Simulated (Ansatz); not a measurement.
Al₃GaN₄: moving Ga off its site

Al₃GaN₄, P-43m, a = 4.401 Å. The structure is a Materials Project entry; whether it is the stable form wasn't checked. Ansatz: r2SCAN, PAW, 500 eV, Γ-centred 6×6×6 mesh on 8 atoms, Gaussian smearing 0.05 eV; no spin polarisation.

```
CELL_PARAMETERS angstrom
4.40124 0.00000 0.00000
0.00000 4.40124 0.00000
0.00000 0.00000 4.40124
ATOMIC_POSITIONS crystal
Al 0.50000 0.50000 0.00000
Al 0.50000 0.00000 0.50000
Al 0.00000 0.50000 0.50000
Ga 0.00000 0.00000 0.00000
N 0.74446 0.74446 0.25554
N 0.74446 0.25554 0.74446
N 0.25554 0.74446 0.74446
N 0.25554 0.25554 0.25554
```

Atom 4 (Ga) moves by x along the unit vector (0.707, 0.707, 0.000), with its periodic images; all else is held. y is the free energy of the cell over the start, F the force along the path summed over the moved atoms. Symmetry makes y even in x.

```tsv
x (Å)	y (meV)	F (eV/Å)
-0.2000	387.8	3.98
-0.0667	42.2	1.27
0.0000	0.0	0.00
0.0333	10.5	-0.63
0.1000	95.1	-1.91
0.1333	?	?
0.1667	267.3	-3.26
```

Task: Fit y = c2 x² + c4 x⁴ to the energies of the other rows, give the force constant, and predict energy and force of the missing row.

Result: Least squares on the rows shown. y = 9448.7 x² + 6151.8 x⁴. The force constant is 2 c2 = 18.9 eV/Å² (for all images moving together, not for a lone atom). The force −dy/dx at the missing row is -2.58 eV/Å (computed -2.58). At x = 0.1333 the fit asked for gives 169.8 meV. The run gave 169.8 meV, the same to the digits shown.